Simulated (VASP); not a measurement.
# Settings for PbS: self-consistent run

PbS, P1 (no. 1), 4 atoms in the cell. PBE; PAW potentials Pb_d, S (PBE set). VASP 6.6.1. The atoms are moved at random off their ideal places.

Wanted: energy within 1 meV/atom; forces within 0.005 eV/Å; pressure within 0.1 GPa.

POSCAR:
```
PbS
1.0
    2.0799526950     -5.9912968650      0.0000000000
    2.0799526950      5.9912968650      0.0000000000
    0.0000000000      0.0000000000      4.2793209400
Pb S
2 2
Direct
    0.1313030000      0.8701480000      0.2498770000
    0.8732490000      0.1301630000      0.7486800000
    0.3527310000      0.6423660000      0.2506970000
    0.6450540000      0.3539170000      0.7472860000
```

## FFT grids and symmetry tolerance typed by hand

| FFT grids and symmetry tolerance typed by hand | Energy less reference (meV/atom) | Forces, largest deviation (eV/Å) | Pressure (GPa) | SCF iterations | Time (s) |
|---|---|---|---|---|---|
| default | 0.0 | 0.0000 | 0.78 | 17 | 93 |
| NGX, NGY, NGZ = 54, 54, 38 | 0.0 | 0.0003 | 0.78 | 17 | 229 |
| NGX, NGY, NGZ = 34, 34, 24 | 0.0 | 0.0006 | 0.78 | 17 | 54 |
| NGX, NGY, NGZ = 28, 28, 20 | -0.1 | 0.0008 | 0.79 | 17 | 39 |
| NGX, NGY, NGZ = 24, 24, 16 | -4.5 | 0.0036 | 0.98 | 16 | 27 |
| NGXF, NGYF, NGZF = 64, 64, 42 | 0.0 | 0.0010 | 0.78 | 17 | 93 |
| NGXF, NGYF, NGZF = 126, 126, 84 | 0.0 | 0.0002 | 0.78 | 17 | 104 |
| SYMPREC = 0.001 | 0.0 | 0.0000 | 0.78 | 17 | 100 |
| SYMPREC = 1e-08 | 0.0 | 0.0000 | 0.78 | 17 | 109 |
| EWALD_CUTOFF = 2.0 | -5874.9 | 10.0924 | -105.19 | 17 | 91 |
| EWALD_CUTOFF = 8.0 | 0.0 | 0.0000 | 0.78 | 17 | 109 |

Chosen: NGX, NGY, NGZ = 28, 28, 20, the fastest of those that stay within half of the tolerance.

## The input

INCAR:
```
SYSTEM = PbS
PREC = Accurate ; ENCUT = 400
EDIFF = 1E-7 ; ISMEAR = 0
SIGMA = 0.02 ; LREAL = .False.
LASPH = .True. ; ALGO = Normal
NELM = 100 ; ISIF = 2
LWAVE = .False. ; LCHARG = .False.
NGX = 28 ; NGY = 28
NGZ = 20
```

KPOINTS:
```
k-points
0
Gamma
  6 6 5
```

Commands:
```
cat potpaw_PBE.64/Pb_d/POTCAR potpaw_PBE.64/S/POTCAR > POTCAR
mpirun -np 1 vasp_std > vasp.out
```

The chosen input took VASP 6.6.1 39 s on 1 core (Intel Xeon 6975P-C (Granite Rapids)), a shared host.

## An input that fails: an FFT grid typed too coarse

It runs to its end, but against the unchanged starting input it is off by 59.3 meV/atom in the energy, 0.2739 eV/Å in the forces, 2.25 GPa in the pressure.

Changes against the starting input:
```
+ NGX = 16
+ NGY = 16
+ NGZ = 10
```
